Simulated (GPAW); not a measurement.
Runs of GPAW 26.7.0 on W. The structure is cubic, space group Im-3m (No. 229). The conventional cell has a = 3.165 Å, b = 3.165 Å, c = 3.165 Å, α = 90.00°, β = 90.00°, γ = 90.00°. W (site symmetry m-3m) is surrounded by 8 W at 2.74 Å. 

```tsv
task	level	potentials or basis	U	cell	k mesh	smearing	band path	band points	optimizer	fmax	max steps	gap on the mesh (eV)	pressure (GPa)	V0 of scaled cells (Å³/atom)	relaxed volume (Å³/atom)	B0 (GPa)
single point	PBE	GPAW PAW data sets (gpaw-data 1.2.1), pw	-	as given	12 × 12 × 12	gaussian 0.024 eV	-	-	-	-	-	none	5.8	-	-	-
band structure	LDA	the program's PAW data sets (release 1.2.1) made for this functional, pw	-	as given	12 × 12 × 12	fermi-dirac 0.05 eV	GHNGPH,PN	60	-	-	-	-	-9.9	-	-	-
relaxation of cell and atoms	PBEsol+D3	PAW data sets generated in the run's folder for this functional, pw	-	relaxed	12 × 12 × 12	fermi-dirac 0.05 eV	-	-	BFGS	0.02 eV/Å	60	none	-0.1	-	15.36	-
single point	LDA+U	the program's PAW data sets (release 1.2.1) made for this functional, pw	W d U = 4 eV	as given	12 × 12 × 12	fermi-dirac 0.05 eV	-	-	-	-	-	none	-3.2	-	-	-
relaxation of cell and atoms	PBEsol+D3(BJ)	PAW data sets generated in the run's folder for this functional, pw	-	relaxed	12 × 12 × 12	fermi-dirac 0.05 eV	-	-	BFGS	0.02 eV/Å	60	none	-0.1	-	15.31	-
equation of state	revPBE	the program's PAW data sets (release 1.2.1) made for this functional, pw	-	as given	10 × 10 × 10	fermi-dirac 0.05 eV	-	-	-	-	-	-	-	16.28	-	(a)
equation of state	LDA	the program's PAW data sets (release 1.2.1) made for this functional, pw	-	as given	12 × 12 × 12	fermi-dirac 0.05 eV	-	-	-	-	-	-	-	(b)	-	327
single point	PBE	GPAW PAW data sets (gpaw-data 1.2.1), pw	-	as given	12 × 12 × 12	gaussian 0.022 eV	-	-	-	-	-	none	5.8	-	-	-
```

Alike in all rows: no spin polarisation; cutoff (eV) 600.

Problem. Fill in the values left out.

Solution. (a) 300; (b) 15.35.

Caveats: later steps reuse the first step's grids (some runs); pairwise dispersion overbinds metals, which lowers pressure and volume (some runs); U without spin polarisation on a metal has little footing (some runs); the U is typed as a test and isn't derived for this compound (some runs).

A k mesh can miss the band edges, and the runs leave out spin-orbit coupling on W.

A gap of «none» marks a metal or a gap under the smearing width.

Not every run made on this cell is shown here.
